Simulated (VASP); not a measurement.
Write the native input for VASP 6.6.1 that does the following.

- Task: relaxation of cell and atoms
- Functional: PBEsol
- Potentials or basis: VASP PAW PBE potentials, release 64 (Hg, Se)
- Cutoff: 600 eV
- k mesh: 10 × 10 × 10
- Occupations: gaussian, width 0.03 eV
- Spin: no spin polarisation
- Further INCAR settings: ALGO = Normal; EDIFF = 1e-06; IBRION = 2; EDIFFG = -0.01; NSW = 90; ISIF = 3

The structure of HgSe lies in POSCAR:

```
HgSe
1.0
    0.0000000000      3.0390000000      3.0390000000
    3.0390000000      0.0000000000      3.0390000000
    3.0390000000      3.0390000000      0.0000000000
Hg Se
1 1
Direct
    0.0000000000      0.0000000000      0.0000000000
    0.2500000000      0.2500000000      0.2500000000
```

The input as run:

INCAR

```
ALGO = Normal
EDIFF = 1E-6
EDIFFG = -0.01
ENCUT = 600
GGA = PS
IBRION = 2
ISIF = 3
ISMEAR = 0
KPAR = 4
LASPH = T
LCHARG = F
LREAL = F
LWAVE = F
NELM = 80
NSW = 90
PREC = Accurate
SIGMA = 0.03
```

KPOINTS

```
k-points
0
Gamma
  10 10 10
```

Potentials or basis: VASP PAW PBE potentials, release 64 (Hg, Se).

Command:

```sh
$ cat potpaw_PBE.64/Hg/POTCAR potpaw_PBE.64/Se/POTCAR > POTCAR
$ mpirun -np 4 vasp_std > vasp.out
```

Results of the run:

- Relaxed volume: 29.01 Å³/atom
- Relaxed cell: a = 4.346 Å, b = 4.346 Å, c = 4.346 Å, α = 60.00°, β = 60.00°, γ = 60.00°
- Space group after relaxing (to 0.05 Å): F-43m (No. 216)
- Energy gained by relaxing: 5.3 meV/atom
- Ionic steps: 3
- Pressure after relaxing: 0.0 GPa
- Band gap on the k mesh: none (metal or under the smearing width)

Caveat: the PAW data sets were made with another functional, which shifts forces and pressure a little.

Run time: 18 s on 4 MPI ranks on Intel(R) Xeon(R) Platinum 8488C (Sapphire Rapids) (shared host), peak memory 0.24 GiB a rank.
